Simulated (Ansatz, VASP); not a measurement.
# One calculation of BeTe, two programs

File INCAR:

```
SYSTEM = BeTe
PREC     = Accurate       ! precision mode
ENCUT    = 520            ! plane-wave cutoff, eV
EDIFF    = 1E-6           ! SCF threshold, eV
ISMEAR   = 0              ! smearing method
SIGMA    = 0.05           ! smearing width, eV
LREAL    = .False.        ! projectors in reciprocal space
LASPH    = .True.         ! aspherical terms in the spheres
NELM     = 80             ! most SCF steps
ALGO     = Normal         ! electronic algorithm
ISIF     = 2              ! what is computed and relaxed
LWAVE    = .False.        ! write WAVECAR
LCHARG   = .False.        ! write CHGCAR
GGA      = PE             ! functional
NBANDS   = 11             ! bands
```

KPOINTS

```
regular mesh
0
Gamma
  10 10 10
  0 0 0
```

The input POSCAR:

```
BeTe
1.0
    0.0000000000      2.8010148867      2.8010148867
    2.8010148867      0.0000000000      2.8010148867
    2.8010148867      2.8010148867      0.0000000000
Be Te
1 1
Direct
    0.0000000000      0.0000000000      0.0000000000
    0.7500000000      0.7500000000      0.7500000000
```

Input for Ansatz:

```yaml
crystal:
  lattice:
    - [0.0, 2.8010148859, 2.8010148859]
    - [2.8010148859, 0.0, 2.8010148859]
    - [2.8010148859, 2.8010148859, 0.0]
  atoms:
    - { symbol: Be, position: [0.0, 0.0, 0.0] }
    - { symbol: Te, position: [0.75, 0.75, 0.75] }
basis:
  ecutwfc: 420
  ecutrho_ratio: 4
kpoints:
  mp_grid: { grid: [10, 10, 10] }
hamiltonian:
  xc: pbe
scf:
  occupations: { method: gaussian, width: 0.05 }
output:
  forces: true
  stress: true
  eigenvalues: true
```

Alike in both runs: task single point; functional PBE; k mesh 10 × 10 × 10; occupations gaussian, width 0.05 eV; no spin polarisation.

```csv
,VASP,Ansatz
version,VASP 6.6.1,Ansatz 0.2.0
potentials or method,"VASP PAW PBE potentials, release 64 (Be, Te)","scalar-relativistic, plane waves, PAW"
plane-wave cutoff (eV),520,420
valence electrons in the cell,8,18
```

|  | VASP | Ansatz | Ansatz less VASP |
| --- | --- | --- | --- |
| gap on the k mesh at the Fermi level (eV) | 1.93 | 1.95 | +0.015 |
| least direct gap on the mesh (eV) | 3.60 | 3.62 | +0.020 |
| pressure (GPa) | 2.1 | 2.0 | -0.15 |

With one functional, cell and mesh, what is left measures potentials, basis and numerics. The two sets of potentials don't hold the same shells in valence.

Caveats: spin-orbit coupling is left out, which moves the levels of the heavy elements. A k mesh can miss the band edges. A hybrid or GW would open this gap; PBE tends to underestimate it.
